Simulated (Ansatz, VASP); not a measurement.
HfO2 in VASP and in Ansatz

File INCAR:

```
SYSTEM = HfO2
PREC = Accurate ; ENCUT = 520
EDIFF = 1E-7 ; ISMEAR = 0
SIGMA = 0.05 ; LREAL = .FALSE.
LASPH = .TRUE. ; NELM = 100
ALGO = Normal ; ISIF = 2
LWAVE = .FALSE. ; LCHARG = .TRUE.
GGA = PS ; LELF = .TRUE.
LVHAR = .TRUE. ; NBANDS = 18
```

The input KPOINTS:

```
regular mesh
0
G
  8 8 8
  0 0 0
```

The input POSCAR:

```
HfO2
1.0
    0.0000000000      2.4296250000      2.6853750000
    2.4296250000      0.0000000000      2.6853750000
    2.4296250000      2.4296250000      0.0000000000
Hf O
1 2
Direct
    0.0000000000      0.0000000000      0.0000000000
    0.2500000000      0.2500000000      0.2500000000
    0.7500000000      0.7500000000      0.7500000000
```

Input for Ansatz:

```yaml
crystal:
  lattice:
    - [0.0, 2.429625, 2.685375]
    - [2.429625, 0.0, 2.685375]
    - [2.429625, 2.429625, 0.0]
  atoms:
    - { symbol: Hf, position: [0.0, 0.0, 0.0] }
    - { symbol: O, position: [0.25, 0.25, 0.25] }
    - { symbol: O, position: [0.75, 0.75, 0.75] }
basis:
  ecutwfc: 420
kpoints:
  mp_grid: { grid: [8, 8, 8] }
hamiltonian:
  xc: pbesol
scf:
  occupations: { method: gaussian, width: 0.05 }
output:
  forces: true
  stress: true
  eigenvalues: true
```

Change from the starting cell: strain -0.050 along x and y, +0.050 along z, atoms carried along.

Alike in both runs: task single point; functional PBEsol; k mesh 8 × 8 × 8; occupations gaussian, width 0.05 eV; no spin polarisation.

```csv
,VASP,Ansatz
version,VASP 6.6.1,Ansatz 0.2.0
potentials or method,"VASP PAW PBE potentials, release 64 (Hf_pv, O)","scalar-relativistic, plane waves, PAW"
plane-wave cutoff (eV),520,420
valence electrons in the cell,22,38
```

|  | VASP | Ansatz | Ansatz less VASP |
| --- | --- | --- | --- |
| gap on the k mesh at the Fermi level (eV) | 2.37 | 2.36 | -0.008 |
| least direct gap on the mesh (eV) | 2.86 | 2.85 | -0.011 |
| pressure (GPa) | -0.2 | 3.5 | +3.74 |
| largest component of the traceless stress (GPa) | 33.00 | 32.38 | -0.619 |

With one functional, cell and mesh, what is left measures potentials, basis and numerics. The two sets of potentials don't hold the same shells in valence.

Caveats: the PAW data sets were made with another functional, which shifts forces and pressure a little (VASP); spin-orbit coupling is left out, which moves the levels of the heavy elements. A k mesh can miss the band edges.
